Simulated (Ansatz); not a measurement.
# KBr (Fm-3m) in Ansatz: a series of runs, part 3 of 3

Ansatz 0.2.0. Earlier steps stand in the parts before.

## 7. Band structure, PBE0

input.yaml

```yaml
crystal:
  lattice:
    - [0.0, 3.3, 3.3]
    - [3.3, 0.0, 3.3]
    - [3.3, 3.3, 0.0]
  atoms:
    - { symbol: Br, position: [0.5, 0.5, 0.5] }
    - { symbol: K, position: [0.0, 0.0, 0.0] }
hamiltonian:
  xc: pbe0
  pseudopotentials: { kind: paw }
kpoints:
  mp_grid: { grid: [4, 4, 4] }
  band_path:
    path:
      - [[0.0, 0.0, 0.0], [0.5, 0.0, 0.5], [0.5, 0.25, 0.75], [0.375, 0.375, 0.75], [0.0, 0.0, 0.0], [0.5, 0.5, 0.5], [0.625, 0.25, 0.625], [0.5, 0.25, 0.75], [0.5, 0.5, 0.5], [0.375, 0.375, 0.75]]
      - [[0.625, 0.25, 0.625], [0.5, 0.0, 0.5]]
    npoints: 4
scf:
  occupations: { method: fermi_dirac, width: 0.05 }
  n_extra_bands: 6
output:
  forces: true
  stress: true
  eigenvalues: true
  fatbands: false
  write_density: true
  write_potential: true
  elf: true
  volumetric_format: npy
```

Potentials or basis: Ansatz PAW.

On the command line:

```console
$ ansatz run input.yaml --threads 2 --pin off --max-ram 5632MiB --backend cpu --events-out ev --progress --plain --runs-dir out
```

The log of the run:

```text
Warning: output.stress: scf.convergence.dr2_threshold = 1e-7 eV (the SCF's general default) is looser than the 2e-10 eV advised for a printed stress (1e-10 eV for each atom of the cell: 2). What an SCF threshold leaves in a stress goes as its square root, and in the free energy as the threshold itself, and one threshold admits the most on a small cell: of the crystals measured, under no hybrid functional and no lock of the moments, on runs that ended without the residual-converged pass, on stresses that held no estimate of that error, the worst erred by over 100 MPa in a component at 1e-7 eV an atom and by under 5 at 1e-10. Set scf.convergence.dr2_threshold to 2e-10 eV or tighter. The threshold is an SCF's pass mark: one that does not reach it within its budget of iterations ends unconverged, or closes short of it on a stop that the run arms, and scf.convergence.dr2_threshold's page says what that costs each kind of run
Warning: output.stress: scf.exx.energy_threshold = 1e-6 eV is looser than the 2e-8 eV advised for a stress under a hybrid functional (1e-8 eV for each atom of the cell: 2). Every SCF of the exchange loop can meet its threshold on dr2 while the loop round them stops early: no threshold on dr2 bounds what that leaves in the stress. Set scf.exx.energy_threshold to 2e-8 eV or tighter. The threshold is the loop's pass mark: a loop that does not reach it within its budget of cycles ends unconverged, and scf.exx.energy_threshold's page has the law
Warning: RAYON_NUM_THREADS=2 ignored (pool sized by the plan → 2); use --threads N
scf.n_extra_bands = 6 over 8 filled bands (N_el = 16.0): the run solves 14 bands
Engine: ansatz 0.2.0, x86_64-unknown-linux-gnu
Pseudopotentials: kind: paw
Pseudopotential: Br, paw, valence charge 7, recommended cutoff 420 eV (normal), Br.paw.azcp
Pseudopotential: K, paw, valence charge 9, recommended cutoff 420 eV (normal), K.paw.azcp
Functional definition: PBE0
  parameter a = 0.25
  parameter kappa = 0.804
  parameter beta = 0.06672455060314922
  exchange = (1 - a)*pbe_x(kappa = kappa, mu = beta*pi^2/3) + a*exact_x
  correlation = pbe_c(beta = beta)
Crystal: 2 atoms, lattice volume = 71.874 Å³
Basis set: ecut = 420 eV, 1411 PW (Γ), exchange–correlation on 64×64×64 points (8 copies of the dense FFT grid, shifted against one another)
[... 53 lines left out ...]
  E_kinetic    = 388.225826
  E_local      = -837.975312  (includes V_loc(G=0)·N_el)
  E_nonlocal   = 82.534241
  E_hartree    = 271.984986
  E_xc         = -307.056428
  E_vxc        = -207.873126  (∫ρ·V_xc dr)
  E_exx        = -44.017194  (= α·E_x^exact, valence–valence)
  E_paw        = -3080.778740  (= ΣΔE_a)
  E_vpaw       = -46.115168  (= ΣTr[D̂ρ^β])
  E_aug_tail   = -0.000004  (compensation charges beyond the density's cutoff)
  E_ewald      = -799.985846
  E_core_change = -0.479043  (= ΣΔE_core)
  E_smearing   = -0.000000  (= −TS)
  E_closure    = 0.000000  (closes the sum)
  Σ components = -4327.547514   (vs F -4327.547514, Δ=0.00e0)
--- Forces (eV/Å), atoms counted from 1 ---
  atom   1  Br     0.00000000    -0.00000000    -0.00000000
  atom   2  K     -0.00000000     0.00000000    -0.00000000
  max |Σ_I F_I| component: 5.31e-30 eV/Å
--- Stress (GPa, compression-positive) ---
        0.437488      -0.000000       0.000000
        0.000000       0.437488       0.000000
        0.000000       0.000000       0.437488
  P = ⅓ Tr σ = 0.4375 GPa (4.375 kbar)
--- Band table (eV; the first three rows and the last of 8) ---
  k-point 0: bands = ["-30.1622", "-13.5274", "-12.2757", "-12.2757", "-12.2757", "-0.1783", "-0.1783", "-0.1783", "6.1379", "9.5401", "9.5401", "9.5401", "10.4999", "10.4999"]
  k-point 1: bands = ["-30.1592", "-13.6200", "-12.2778", "-12.2778", "-12.1385", "-0.8849", "-0.3623", "-0.3623", "7.4215", "9.3436", "10.2894", "10.2894", "11.3029", "11.3029"]
  k-point 2: bands = ["-30.1563", "-13.6980", "-12.2798", "-12.2798", "-12.0143", "-1.4430", "-0.5342", "-0.5342", "8.2914", "10.1660", "11.9479", "11.9479", "11.9720", "11.9720"]
  k-point 7: bands = ["-30.1545", "-13.5108", "-12.3424", "-12.3424", "-12.1758", "-0.8185", "-0.8185", "-0.7539", "9.2115", "9.2115", "10.1668", "11.1050", "12.7510", "13.1595"]
```

rho_z.tsv:

```text
# z_ang	rho[e/angstrom^3]
# format = ansatz-planar-average/11
# lattice	0.000000000	3.300000000	3.300000000
# lattice	3.300000000	0.000000000	3.300000000
# lattice	3.300000000	3.300000000	0.000000000
# sites	2
# site	35	3.300000000	3.300000000	3.300000000
# site	19	0.000000000	0.000000000	0.000000000
0.000000	3.811604e-1
0.145841	3.722775e-1
0.291682	3.451822e-1
0.437522	3.011412e-1
0.583363	2.469925e-1
0.729204	1.942788e-1
[... 24 lines left out ...]
4.375223	3.451822e-1
4.521064	3.722775e-1
```

It took 72 s on 2 threads of Intel Xeon Platinum 8375C at 2.90GHz (Ice Lake), shared host; peak memory 0.75 GiB.

Results:

```yaml
Free_energy: -4327.5475 eV
Pressure: 0.4 GPa
Band_gap_on_the_k_mesh: 6.32 eV, direct
Band_gap_along_the_path: 6.32 eV, direct
```

Levels at the corners of the path, in eV from the valence-band top:
```csv
point,band 6,band 7,band 8,band 9,band 10,band 11
Γ,0.00,0.00,0.00,6.32,9.72,9.72
X,-0.89,-0.32,-0.32,7.79,9.23,11.52
W,-0.64,-0.64,-0.58,9.39,9.39,10.35
K,-0.76,-0.69,-0.36,8.55,10.22,10.50
Γ,0.00,0.00,0.00,6.32,9.72,9.72
L,-1.26,-0.36,-0.36,8.47,10.34,12.13
U,-0.76,-0.69,-0.36,8.55,10.22,10.50
W,-0.64,-0.64,-0.58,9.39,9.39,10.35
L,-1.26,-0.36,-0.36,8.47,10.34,12.13
K,-0.76,-0.69,-0.36,8.55,10.22,10.50
U,-0.76,-0.69,-0.36,8.55,10.22,10.50
X,-0.89,-0.32,-0.32,7.79,9.23,11.52
```

Caveat: the PAW data sets come from PBE, with cores solved anew for the run's functional, which leaves a small shift of forces and pressure; the thresholds are loose for stress.

## 8. The runs side by side

| task | level | k mesh | smearing | atoms under strain | q mesh | points for each segment of the path | gap on the mesh (eV) | pressure (GPa) |
| --- | --- | --- | --- | --- | --- | --- | --- | --- |
| elastic constants | PBE | 5 × 5 × 5 | fixed | relaxed | - | - | 4.44 | 0.7 |
| Born charges and dielectric tensor | PBE | 7 × 7 × 7 | fixed | - | - | - | 4.44 | - |
| Born charges and dielectric tensor | PBEsol | 7 × 7 × 7 | fixed | - | - | - | 4.28 | - |
| phonons | PBEsol | 5 × 5 × 5 | fixed | - | 2 × 2 × 2 | 8 | 4.28 | - |
| elastic constants | PBEsol | 5 × 5 × 5 | fixed | relaxed | - | - | 4.28 | -0.3 |
| band structure | PBE0 | 4 × 4 × 4 | fermi-dirac 0.05 eV | - | - | 4 | 6.32 | 0.4 |

Alike in all rows: potentials or basis Ansatz PAW; no spin polarisation; cell as given; cutoff (eV) 420.

On the cell as given the gap runs from 4.28 eV (PBEsol) to 6.32 eV (PBE0); the meshes differ, which moves gaps too. The pressure there spans -0.3 GPa (PBEsol) to 0.7 GPa (PBE); a positive pressure means that this level wants a larger cell, a negative one a smaller.

Caveats: odd divisions of the mesh miss points on the zone boundary, where band edges often lie, so the gap on the mesh can be too wide (some runs); the PAW data sets come from PBE, with cores solved anew for the run's functional, which leaves a small shift of forces and pressure (some runs); the thresholds are loose for stress (some runs).

Absolute energies hang on the potentials; compare differences alone.

## 9. Comparison with measurements

Step 3. Against the measured high-frequency dielectric constant of KBr, 2.36 (a printed reference work, monograph), the calculated 2.55 is off by +8.2 %.

Step 4. Against the measured high-frequency dielectric constant of KBr, 2.36 (a printed reference work, monograph), the calculated 2.59 is off by +9.7 %.

Step 5. Against the measured high-frequency dielectric constant of KBr, 2.36 (a printed reference work, monograph), the calculated 2.59 is off by +9.7 %.
